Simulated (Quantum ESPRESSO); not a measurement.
**Fe in Quantum ESPRESSO: the effect of functional**

The system is Fe.

```
Fe
1.0
    -1.44300    1.44300    1.44300
     1.44300   -1.44300    1.44300
     1.44300    1.44300   -1.44300
Fe
1
Direct
  0.00000 0.00000 0.00000
```

Alike in all runs:

* Program: Quantum ESPRESSO 7.5
* Task: phonons
* Cutoff: 1225 eV
* Density cutoff: 4898 eV
* k mesh: 9 × 9 × 9
* Occupations: cold, width 0.2 eV
* Spin: collinear spin, ferromagnetic start
* Starting moments: [3.0] μB

Each run relaxes the cell or the atoms first.

```csv
functional,potentials or basis,relaxed volume (Å³/atom),moment (μB),highest phonon frequency (cm⁻¹)
LDA,PseudoDojo 0.4.1 SR LDA standard,10.43,2.07,199
PBEsol,PseudoDojo 0.4.1 SR PBEsol standard,?,?,?
WC,PseudoDojo 0.4.1 SR PBE standard,10.82,2.07,-193
revPBE,PseudoDojo 0.4.1 SR PBE standard,12.10,2.56,372
AM05,PseudoDojo 0.4.1 SR PBE standard,10.68,2.06,-482
```

**Question.** What does the run with functional PBEsol give?

**Answer.** Relaxed volume 10.77 Å³/atom; moment 2.07 μB; highest phonon frequency -155 cm⁻¹.

Caveats: the mesh is thin for the phonons of a metal; the q point doesn't lie on the k mesh, which can shift a metal's frequencies strongly unless the mesh is converged; some modes are imaginary (some runs); the potentials were made for another functional, which shifts forces and pressure (some runs).

Runs at the PBE level aren't shown here.
